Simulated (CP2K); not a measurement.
Runs of CP2K 2026.2 on Ge. Symmetry: I4_1/amd, No. 141, tetragonal system. The conventional cell has a = 5.149 Å, b = 5.149 Å, c = 2.795 Å, α = 90.00°, β = 90.00°, γ = 90.00°. Ge (site symmetry -4m2) is surrounded by 6 Ge at 2.67 to 2.79 Å. This isn't the form of Ge at room conditions, which is diamond.

```csv
task,level,potentials or basis,cell,k mesh,smearing,EPS_DEFAULT,k points reduced by the point group,NGRIDS,basis sets,potentials,gap on the mesh (eV),pressure (GPa)
band structure,LDA,GTH_POTENTIALS Ge GTH-PADE-q4; TZVP-MOLOPT-PBE-GTH basis,the cell as VASP's run set it,11 × 11 × 11,gaussian 0.05 eV,1.0E-10,yes,4,Ge TZVP-MOLOPT-PBE-GTH-q4,Ge GTH-PADE-q4 of GTH_POTENTIALS,none,-2.7
band structure,LDA,GTH_POTENTIALS Ge GTH-PADE-q4; TZVP-MOLOPT-PBE-GTH basis,as given,11 × 11 × 11,fermi-dirac 0.01 eV,1.0E-10,yes,5,Ge TZVP-MOLOPT-PBE-GTH-q4,Ge GTH-PADE-q4 of GTH_POTENTIALS,none,-2.7
band structure,TASK,POTENTIAL_UZH Ge GTH-SCAN-q4; TZVP-MOLOPT-SCAN-GTH basis,as given,11 × 11 × 11,fermi-dirac 0.1 eV,1.0E-9,yes,5,Ge TZVP-MOLOPT-SCAN-GTH-q4,Ge GTH-SCAN-q4 of POTENTIAL_UZH,none,-1.4
band structure,r2SCAN,POTENTIAL_UZH Ge GTH-SCAN-q4; TZVP-MOLOPT-SCAN-GTH basis,as given,11 × 11 × 11,fermi-dirac 0.0259 eV,1.0E-9,yes,4,Ge TZVP-MOLOPT-SCAN-GTH-q4,Ge GTH-SCAN-q4 of POTENTIAL_UZH,none,-2.9
band structure,SCAN,POTENTIAL_UZH Ge GTH-SCAN-q4; TZVP-MOLOPT-SCAN-GTH basis,as given,11 × 11 × 11,fermi-dirac 0.05 eV,1.0E-9,yes,4,Ge TZVP-MOLOPT-SCAN-GTH-q4,Ge GTH-SCAN-q4 of POTENTIAL_UZH,none,(a)
relaxation of cell and atoms,LDA,GTH_POTENTIALS Ge GTH-PADE-q4; TZVP-MOLOPT-PBE-GTH basis,relaxed,8 × 8 × 8,fermi-dirac 0.1 eV,1.0E-10,-,5,Ge TZVP-MOLOPT-PBE-GTH-q4,Ge GTH-PADE-q4 of GTH_POTENTIALS,none,0.0
band structure,LDA,GTH_POTENTIALS Ge GTH-PADE-q4; TZVP-MOLOPT-PBE-GTH basis,as given,11 × 11 × 11,fermi-dirac 0.05 eV,1.0E-9,yes,5,Ge TZVP-MOLOPT-PBE-GTH-q4,Ge GTH-PADE-q4 of GTH_POTENTIALS,none,-2.7
band structure,r2SCAN,POTENTIAL_UZH Ge GTH-SCAN-q4; TZVP-MOLOPT-SCAN-GTH basis,as given,11 × 11 × 11,fermi-dirac 0.05 eV,1.0E-10,yes,4,Ge TZVP-MOLOPT-SCAN-GTH-q4,Ge GTH-SCAN-q4 of POTENTIAL_UZH,none,-2.9
```

Alike in all rows: no spin polarisation.

**Question.** Estimate the missing entries.

**Answer.** (a) -2.2.

Caveats: the basis of atomic orbitals isn't converged, which shifts pressures, moduli and gaps; the potentials were made for another functional, which shifts forces and pressure (some runs); more than 0.5 GPa of stress was left at the end, so the final cell isn't listed (some runs).

A k mesh can miss the band edges, and the runs leave out spin-orbit coupling on Ge.

A gap of «none» marks a metal or a gap under the smearing width.

Not every run made on this cell is shown here.
